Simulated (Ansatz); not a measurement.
# Zr5H2: the cost of one run

Computed with Ansatz 0.2.0 (DFT PBE, scalar-relativistic, plane waves, PAW, unless a step's input says otherwise).

6 further runs of the same task are left out: 6 set aside as unsound or not needed.

### Step 1. The starting structure

Symmetry: Cm, No. 8, monoclinic system. The conventional cell has a = 8.756 Å, b = 5.055 Å, c = 21.872 Å, α = 90.00°, β = 90.00°, γ = 90.00°. Zr (site symmetry m) is surrounded by 4 Zr at 2.70 to 3.10 Å. Around Zr (site symmetry m) lie 7 Zr at 2.84 to 3.10 Å. Zr (site symmetry m) is surrounded by 6 Zr at 3.02 to 3.05 Å. Around Zr (site symmetry m) lie 7 Zr at 2.70 to 3.15 Å. Zr (site symmetry m) is surrounded by 2 H at 1.79 Å. H (site symmetry m) has 1 H at 0.92 Å as nearest neighbours.

Coordinates:

```cif
data_structure
_symmetry_space_group_name_H-M 'Cm'
_symmetry_Int_Tables_number 8
_cell_length_a 8.7559
_cell_length_b 5.0552
_cell_length_c 21.8721
_cell_angle_alpha 90.000
_cell_angle_beta 90.000
_cell_angle_gamma 90.000
_cell_volume 968.11
loop_
_atom_site_label
_atom_site_type_symbol
_atom_site_symmetry_multiplicity
_atom_site_Wyckoff_symbol
_atom_site_fract_x
_atom_site_fract_y
_atom_site_fract_z
_atom_site_occupancy
Zr1 Zr 2 a 0.16667 0.50000 0.18288 1
Zr2 Zr 2 a 0.83333 0.50000 0.23006 1
Zr3 Zr 2 a 0.00000 0.00000 0.27028 1
Zr4 Zr 2 a 0.16667 0.50000 0.30623 1
Zr5 Zr 2 a 0.83333 0.50000 0.35991 1
H1 H 2 a 0.78085 0.50000 0.43901 1
H2 H 2 a 0.88581 0.50000 0.43901 1
```

This is the geometry of the first run shown, built on a cell relaxed beforehand with the same method.

### Step 2. The scan

Atoms count from 1 in the order of the input.

H2 lies flat over one site of a rigid substrate while its bond length and height are varied.

The axes are (1) distance H6-H7: 8 values from 0.650 to 2.650 Å; (2) height of the H2 axis above the plane of Zr5: 9 values from 0.45 to 3.60 Å.

Nothing else is relaxed. Points are written as (first, second).

### Step 3. Grid point (0.919 Å, 1.73 Å)

The cell repeats along c, and a dipole correction in the vacuum removes the field between the copies.

Input file input.yaml:

```yaml
crystal:
  lattice:
    - [5.0551939858, 0.0, 0.0]
    - [-2.5275969929, 4.3779264128, 0.0]
    - [0.0, 0.0, 21.8720672789]
  atoms:
    - { symbol: Zr, position: [0.6666666667, 0.3333333333, 0.1828816613] }
    - { symbol: Zr, position: [0.3333333333, 0.6666666667, 0.2300599704] }
    - { symbol: Zr, position: [0.0, 0.0, 0.2702766909] }
    - { symbol: Zr, position: [0.6666666667, 0.3333333333, 0.3062297178] }
    - { symbol: Zr, position: [0.3333333333, 0.6666666667, 0.3599141855] }
    - { symbol: H, position: [0.2808541506, 0.7191458494, 0.439010504] }
    - { symbol: H, position: [0.385812516, 0.614187484, 0.439010504] }
basis:
  ecutwfc: 420
kpoints:
  mp_grid: { grid: [6, 6, 1] }
hamiltonian:
  xc: pbe
scf:
  occupations: { method: gaussian, width: 0.1 }
output:
  forces: true
  eigenvalues: true
  write_density: true
  write_potential: true
  elf: true
  volumetric_format: npy
efield:
  axis: 3
  dipole_correction: true
  ramp_width: 0.04
```

The run is started by

```
$ ansatz run input.yaml --threads 1 --pin off --max-ram 3072MiB --backend cpu --events-out ev --progress --plain --runs-dir out
```

What time and memory should one allow on 1 thread of Intel Xeon Platinum 8259CL at 2.50GHz (Skylake/Cascade Lake), shared host?

About 31 s, with a peak of 0.73 GiB.
